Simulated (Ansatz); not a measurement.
**Al₃Cu₂ under pressure: fit and missing row**

Al₃Cu₂, P-3m1, a = 4.102 Å, c = 4.990 Å. The structure is a Materials Project entry; whether it is the stable form wasn't checked. Ansatz: r2SCAN, PAW, 500 eV, Γ-centred 12×12×8 mesh on 5 atoms, Gaussian smearing 0.10 eV; no spin polarisation. Cell and atoms are relaxed at each pressure, and no other structure is tried, so the rows at high pressure may lie past a change of phase.

```
V (Å³/atom) P (GPa)
          ?    90.00
     11.345    49.98
     12.489    24.98
     13.363    11.98
     14.088     3.99
     14.413     1.06
     14.541    -0.01
     14.672    -1.04
```

Problem. Take V0 = 14.541 Å³/atom, count pressures from its P0 = -0.01 GPa, fit the third-order Birch–Murnaghan form to the other rows, and predict the missing volume.

Solution. With the Eulerian strain f = ½[(V0/V)^(2/3) − 1] and y = (P − P0)/[3f(1 + 2f)^(5/2)], the form is the line y = B0 + 1.5 B0 (B0′ − 4) f. Rows (f, y): 0.08997, 122.5; 0.05337, 121.1; 0.02897, 119.8; 0.01066, 118.7; 0.00296, 118.7; -0.00298, 116.9. Means f = 0.03049, y = 119.62; Σ(Δf)² = 0.006335, ΣΔfΔy = 0.3395; the slope is their ratio. y = 118.0 + 53.59 f GPa, so B0 = 118.0 GPa and B0′ = 4 + 2 × (53.59)/(3 × 118.0) = 4.30. P = 90.00 GPa is met at f = 0.13298 (y = 125.13), so V = V0 (1 + 2f)^(−3/2) = 10.209 Å³/atom. The run gave 10.182 Å³/atom, so the fit is 0.027 Å³/atom too high, 0.6 % of the span of the series, against an rms of 0.003 Å³/atom on the fitted rows. The row lies outside the fitted range. A fourth-order term fitted to the same rows gives P = 89.34 GPa at this row's volume (the line 91.19, the run 90.00), which recovers part of the miss.